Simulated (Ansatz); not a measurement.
Born–Oppenheimer molecular dynamics of a periodic cell of 13 atoms, Ti$_{12}$B (host Ti, host structure hcp, interstitial B). It goes on from the last frame of an earlier run, with new velocities.

Theory: DFT PBE, scalar-relativistic, plane waves, PAW in Ansatz 0.2.0. Settings: accuracy low, cutoff 420 eV, k mesh 3x2x3, fermi-dirac smearing 0.15 eV, no spin polarisation.

```json
{"ensemble": "NVT, Langevin thermostat", "time step": "1.5 fs", "steps asked": "300", "set temperature": "2100 K", "friction": "0.05 /fs", "seed": "770008"}
```

Frames 3 fs apart, positions in Å, forces in eV/Å.

Velocities at 210 fs (Å/ps):

```
Ti -8.91 -7.79 8.35
Ti -9.57 8.01 7.71
Ti 5.37 15.16 2.21
Ti -4.05 -7.79 -4.90
Ti -2.53 -6.77 4.28
Ti -4.01 -4.78 -18.10
Ti 3.31 -2.75 4.25
Ti -5.31 -2.41 0.85
Ti -11.46 0.20 -3.56
Ti -3.51 6.24 0.21
Ti 0.18 -1.28 -3.08
Ti -6.71 5.31 -2.34
B 11.36 -10.97 -1.24
```

```xyz
13
Lattice="5.9000 0.0000 0.0000 -4.4250 7.6643 0.0000 0.0000 0.0000 4.6846" Properties=species:S:1:pos:R:3:forces:R:3 time_fs=210 energy_less_start_eV=1.265 T=2421
Ti 0.111 0.169 0.010 -0.22 -0.64 0.92
Ti -0.377 1.731 2.586 -0.23 -0.75 -1.82
Ti -1.977 2.763 0.349 0.47 0.78 0.38
Ti -1.680 4.024 2.587 2.04 3.13 0.38
Ti -2.924 5.233 0.329 0.71 1.31 -1.96
Ti -3.136 7.018 2.511 1.12 0.43 -0.31
Ti 3.322 0.535 0.400 -1.20 -1.90 -0.38
Ti 2.954 1.984 2.777 -2.03 -2.17 -0.63
Ti 0.889 2.752 -0.316 0.73 2.24 0.13
Ti 1.626 4.416 2.046 -1.95 -1.19 1.25
Ti 0.056 5.348 -0.056 -0.58 -0.06 0.05
Ti -0.090 6.812 2.405 -0.04 -0.01 0.10
B 1.398 1.533 1.178 1.18 -1.18 1.90
13
Lattice="5.9000 0.0000 0.0000 -4.4250 7.6643 0.0000 0.0000 0.0000 4.6846" Properties=species:S:1:pos:R:3:forces:R:3 time_fs=213 energy_less_start_eV=1.310 T=2770
Ti 0.073 0.149 0.033 0.19 -0.41 0.72
Ti -0.407 1.750 2.606 0.08 -1.06 -2.02
Ti -1.960 2.804 0.347 0.19 0.37 0.31
Ti -1.691 4.006 2.569 2.10 3.36 0.55
Ti -2.933 5.220 0.344 0.78 1.46 -2.19
Ti -3.147 7.003 2.466 1.04 0.59 0.06
Ti 3.337 0.527 0.413 -1.25 -1.70 -0.43
Ti 2.931 1.969 2.781 -1.93 -2.07 -0.39
Ti 0.849 2.755 -0.324 1.02 1.86 0.65
Ti 1.622 4.430 2.046 -2.05 -1.29 1.34
Ti 0.058 5.349 -0.067 -0.67 -0.09 0.03
Ti -0.113 6.828 2.393 0.04 -0.11 0.19
B 1.440 1.512 1.201 0.46 -0.92 1.18
13
Lattice="5.9000 0.0000 0.0000 -4.4250 7.6643 0.0000 0.0000 0.0000 4.6846" Properties=species:S:1:pos:R:3:forces:R:3 time_fs=216 energy_less_start_eV=1.456 T=3117
Ti 0.029 0.130 0.055 0.59 -0.16 0.57
Ti -0.440 1.768 2.622 0.35 -1.35 -2.13
Ti -1.945 2.852 0.348 -0.11 -0.06 0.18
Ti -1.705 3.991 2.548 2.14 3.56 0.74
Ti -2.949 5.225 0.362 0.88 1.53 -2.40
Ti -3.165 6.989 2.440 1.01 0.76 0.35
Ti 3.348 0.503 0.422 -1.41 -1.36 -0.44
Ti 2.906 1.950 2.793 -1.80 -1.93 -0.12
Ti 0.800 2.771 -0.327 1.37 1.46 1.09
Ti 1.621 4.453 2.047 -2.16 -1.45 1.44
Ti 0.060 5.354 -0.077 -0.77 -0.12 -0.02
Ti -0.139 6.840 2.373 0.11 -0.21 0.34
B 1.475 1.490 1.231 -0.20 -0.67 0.41
13
Lattice="5.9000 0.0000 0.0000 -4.4250 7.6643 0.0000 0.0000 0.0000 4.6846" Properties=species:S:1:pos:R:3:forces:R:3 time_fs=219 energy_less_start_eV=1.681 T=2275
Ti -0.024 0.121 0.080 0.96 -0.04 0.38
Ti -0.466 1.777 2.635 0.52 -1.45 -2.20
Ti -1.937 2.886 0.352 -0.35 -0.31 -0.02
Ti -1.723 3.982 2.520 2.17 3.62 0.97
Ti -2.974 5.254 0.382 1.05 1.44 -2.65
Ti -3.176 6.984 2.420 0.94 0.94 0.66
Ti 3.352 0.475 0.425 -1.59 -1.06 -0.50
Ti 2.880 1.933 2.804 -1.72 -1.83 0.00
Ti 0.767 2.782 -0.325 1.55 1.31 1.26
Ti 1.620 4.480 2.039 -2.27 -1.59 1.56
Ti 0.058 5.354 -0.093 -0.90 -0.13 -0.08
Ti -0.167 6.859 2.360 0.19 -0.36 0.47
B 1.498 1.462 1.227 -0.55 -0.52 0.13
13
Lattice="5.9000 0.0000 0.0000 -4.4250 7.6643 0.0000 0.0000 0.0000 4.6846" Properties=species:S:1:pos:R:3:forces:R:3 time_fs=222 energy_less_start_eV=1.832 T=1614
Ti -0.070 0.125 0.099 1.22 -0.05 0.20
Ti -0.489 1.773 2.632 0.63 -1.48 -2.17
Ti -1.924 2.907 0.362 -0.56 -0.41 -0.22
Ti -1.721 3.980 2.499 2.08 3.59 1.12
Ti -3.002 5.290 0.391 1.26 1.18 -2.83
Ti -3.185 6.975 2.400 0.88 1.14 0.98
Ti 3.349 0.449 0.417 -1.74 -0.84 -0.53
Ti 2.860 1.921 2.817 -1.70 -1.69 -0.07
Ti 0.747 2.781 -0.328 1.67 1.26 1.38
Ti 1.621 4.513 2.029 -2.29 -1.74 1.65
Ti 0.057 5.353 -0.106 -1.02 -0.14 -0.13
Ti -0.193 6.873 2.352 0.23 -0.48 0.56
B 1.505 1.416 1.211 -0.66 -0.33 0.07
13
Lattice="5.9000 0.0000 0.0000 -4.4250 7.6643 0.0000 0.0000 0.0000 4.6846" Properties=species:S:1:pos:R:3:forces:R:3 time_fs=225 energy_less_start_eV=1.908 T=1402
Ti -0.097 0.124 0.112 1.30 -0.04 0.07
Ti -0.506 1.758 2.614 0.69 -1.45 -2.07
Ti -1.912 2.918 0.369 -0.66 -0.45 -0.35
Ti -1.707 3.978 2.490 1.93 3.53 1.16
Ti -3.030 5.316 0.391 1.47 0.96 -2.90
Ti -3.204 6.973 2.393 0.94 1.27 1.18
Ti 3.345 0.429 0.407 -1.85 -0.68 -0.51
Ti 2.841 1.915 2.834 -1.64 -1.57 -0.23
Ti 0.741 2.779 -0.337 1.68 1.18 1.48
Ti 1.622 4.549 2.012 -2.26 -1.91 1.76
Ti 0.055 5.346 -0.112 -1.13 -0.12 -0.20
Ti -0.209 6.882 2.350 0.19 -0.55 0.61
B 1.499 1.377 1.214 -0.66 -0.17 0.00
13
Lattice="5.9000 0.0000 0.0000 -4.4250 7.6643 0.0000 0.0000 0.0000 4.6846" Properties=species:S:1:pos:R:3:forces:R:3 time_fs=228 energy_less_start_eV=1.866 T=1596
Ti -0.114 0.126 0.128 1.29 -0.07 -0.04
Ti -0.521 1.737 2.603 0.68 -1.34 -1.96
Ti -1.894 2.924 0.371 -0.76 -0.46 -0.44
Ti -1.679 3.979 2.483 1.73 3.34 1.17
Ti -3.048 5.340 0.392 1.57 0.75 -2.92
Ti -3.220 6.975 2.394 0.99 1.36 1.33
Ti 3.336 0.406 0.400 -1.93 -0.53 -0.51
Ti 2.813 1.902 2.852 -1.38 -1.34 -0.33
Ti 0.745 2.784 -0.338 1.64 1.10 1.53
Ti 1.635 4.578 2.001 -2.25 -2.01 1.80
Ti 0.035 5.336 -0.114 -1.07 -0.06 -0.22
Ti -0.226 6.898 2.351 0.17 -0.67 0.67
B 1.492 1.351 1.221 -0.67 -0.07 -0.09
13
Lattice="5.9000 0.0000 0.0000 -4.4250 7.6643 0.0000 0.0000 0.0000 4.6846" Properties=species:S:1:pos:R:3:forces:R:3 time_fs=231 energy_less_start_eV=1.695 T=1798
Ti -0.128 0.125 0.140 1.35 -0.05 -0.09
Ti -0.518 1.712 2.588 0.43 -1.14 -1.84
Ti -1.884 2.915 0.375 -0.87 -0.34 -0.52
Ti -1.644 3.985 2.483 1.45 3.03 1.09
Ti -3.057 5.377 0.390 1.63 0.49 -2.85
Ti -3.241 6.991 2.398 1.06 1.35 1.39
Ti 3.334 0.388 0.391 -2.13 -0.37 -0.47
Ti 2.769 1.880 2.855 -0.74 -0.98 -0.14
Ti 0.748 2.783 -0.342 1.51 1.11 1.55
Ti 1.647 4.594 1.997 -2.20 -2.06 1.78
Ti 0.004 5.329 -0.113 -0.91 -0.06 -0.20
Ti -0.247 6.903 2.348 0.18 -0.75 0.72
B 1.486 1.370 1.244 -0.75 -0.23 -0.42
13
Lattice="5.9000 0.0000 0.0000 -4.4250 7.6643 0.0000 0.0000 0.0000 4.6846" Properties=species:S:1:pos:R:3:forces:R:3 time_fs=234 energy_less_start_eV=1.489 T=2246
Ti -0.129 0.116 0.151 1.35 0.02 -0.15
Ti -0.517 1.696 2.562 0.21 -0.95 -1.65
Ti -1.887 2.902 0.377 -0.90 -0.22 -0.57
Ti -1.612 3.996 2.494 1.12 2.72 0.95
Ti -3.053 5.414 0.391 1.62 0.29 -2.69
Ti -3.270 7.018 2.414 1.16 1.24 1.29
Ti 3.339 0.366 0.394 -2.31 -0.16 -0.51
Ti 2.718 1.857 2.848 0.04 -0.64 0.26
Ti 0.764 2.782 -0.342 1.25 1.17 1.48
Ti 1.654 4.600 1.996 -2.13 -2.03 1.73
Ti -0.031 5.315 -0.114 -0.66 -0.02 -0.16
Ti -0.260 6.903 2.341 0.15 -0.84 0.80
B 1.484 1.416 1.255 -0.90 -0.57 -0.79
13
Lattice="5.9000 0.0000 0.0000 -4.4250 7.6643 0.0000 0.0000 0.0000 4.6846" Properties=species:S:1:pos:R:3:forces:R:3 time_fs=237 energy_less_start_eV=1.370 T=2602
Ti -0.133 0.105 0.158 1.30 0.13 -0.25
Ti -0.528 1.694 2.524 0.17 -0.81 -1.42
Ti -1.886 2.896 0.373 -0.96 -0.19 -0.57
Ti -1.589 4.019 2.511 0.84 2.38 0.78
Ti -3.050 5.441 0.402 1.57 0.14 -2.59
Ti -3.305 7.042 2.424 1.30 1.19 1.24
Ti 3.331 0.333 0.395 -2.39 0.06 -0.60
Ti 2.677 1.833 2.838 0.58 -0.40 0.56
Ti 0.780 2.781 -0.342 1.00 1.26 1.28
Ti 1.666 4.605 1.998 -2.14 -2.01 1.69
Ti -0.074 5.292 -0.117 -0.36 0.09 -0.09
Ti -0.269 6.904 2.328 0.09 -0.93 0.89
B 1.487 1.462 1.238 -1.00 -0.90 -0.91
13
Lattice="5.9000 0.0000 0.0000 -4.4250 7.6643 0.0000 0.0000 0.0000 4.6846" Properties=species:S:1:pos:R:3:forces:R:3 time_fs=240 energy_less_start_eV=1.345 T=2648
Ti -0.130 0.094 0.162 1.22 0.25 -0.34
Ti -0.553 1.689 2.480 0.26 -0.63 -1.16
Ti -1.880 2.897 0.359 -1.06 -0.23 -0.52
Ti -1.571 4.047 2.531 0.59 1.99 0.55
Ti -3.049 5.449 0.422 1.54 0.11 -2.55
Ti -3.340 7.064 2.433 1.42 1.12 1.14
Ti 3.322 0.299 0.394 -2.45 0.28 -0.69
Ti 2.635 1.810 2.816 1.03 -0.22 0.92
Ti 0.795 2.789 -0.345 0.70 1.41 0.87
Ti 1.679 4.605 2.003 -2.18 -1.99 1.65
Ti -0.114 5.271 -0.127 -0.06 0.21 0.04
Ti -0.279 6.893 2.318 0.03 -0.93 0.92
B 1.491 1.525 1.198 -1.03 -1.36 -0.83
13
Lattice="5.9000 0.0000 0.0000 -4.4250 7.6643 0.0000 0.0000 0.0000 4.6846" Properties=species:S:1:pos:R:3:forces:R:3 time_fs=243 energy_less_start_eV=1.485 T=2700
Ti -0.130 0.080 0.169 1.19 0.41 -0.39
Ti -0.580 1.679 2.445 0.34 -0.42 -0.93
Ti -1.881 2.914 0.337 -1.13 -0.39 -0.39
Ti -1.552 4.081 2.550 0.44 1.59 0.30
Ti -3.040 5.457 0.455 1.52 0.14 -2.61
Ti -3.374 7.076 2.443 1.52 1.14 1.14
Ti 3.308 0.263 0.384 -2.50 0.52 -0.71
Ti 2.601 1.790 2.788 1.42 -0.10 1.34
Ti 0.809 2.801 -0.344 0.32 1.71 0.20
Ti 1.700 4.606 2.016 -2.28 -2.06 1.62
Ti -0.136 5.256 -0.130 0.18 0.32 0.19
Ti -0.289 6.873 2.321 -0.04 -0.85 0.87
B 1.487 1.617 1.167 -0.98 -2.01 -0.63
```

Of the whole run (450 fs, mean temperature of the second half 2032 K): A run of 0.45 ps of so small a system gives no equilibrium averages. Limits of this set-up: coarse k mesh, odd electron count without spin, a small cell, in which the defect meets its images, a typed lattice constant that wasn't relaxed here, low accuracy level.

The run took 13 min on 2 threads of AMD EPYC 9R45 96-Core Processor (Zen 5), with other jobs on the host, peak memory 0.84 GiB.
